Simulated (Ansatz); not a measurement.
## Zr under changes of volume

One of the cells (23.281 Å³/atom); the others are scaled copies at fixed shape and fractional positions:

```
CELL_PARAMETERS angstrom
3.23200 0.00000 0.00000
-1.61600 2.79899 0.00000
0.00000 0.00000 5.14700
ATOMIC_POSITIONS crystal
Zr 0.66667 0.33333 0.75000
Zr 0.33333 0.66667 0.25000
```

- Program: Ansatz 0.2.0
- Functional: PBE
- Potentials or basis: all-electron LAPW, scalar-relativistic
- Cutoff: 187 eV (chosen from the basis error)
- Basis error allowed: 0.0005 eV/atom
- k mesh: 9 × 9 × 5
- Occupations: fermi-dirac, width 0.05 eV
- Spin: no spin polarisation

```csv
volume (Å³/atom),energy over the lowest point (meV/atom),pressure (GPa)
21.884,?,?
22.350,14.90,4.7
22.815,4.43,2.5
23.281,0.00,0.5
23.746,1.14,-1.3
24.212,7.43,-3.0
24.678,18.46,-4.6
```

Q: What does the run at 21.884 Å³/atom give?

A: Energy over the lowest point 31.92 meV/atom; pressure 7.1 GPa.

Worked out: A Birch-Murnaghan fit of order 3 (a polynomial in V^(-2/3)) to the other rows has its minimum at 23.41 Å³/atom with B0 = V·E''(V) = 94 GPa and B' = 3.1 at fixed shape and positions, which overstates the stiffness. It gives 31.97 meV/atom at 21.884 Å³/atom, against the run's 31.92, and -dE/dV = 7.1 GPa, against 7.1.

Energies are extrapolated to zero smearing.

The runs don't all hold the same shells in valence.
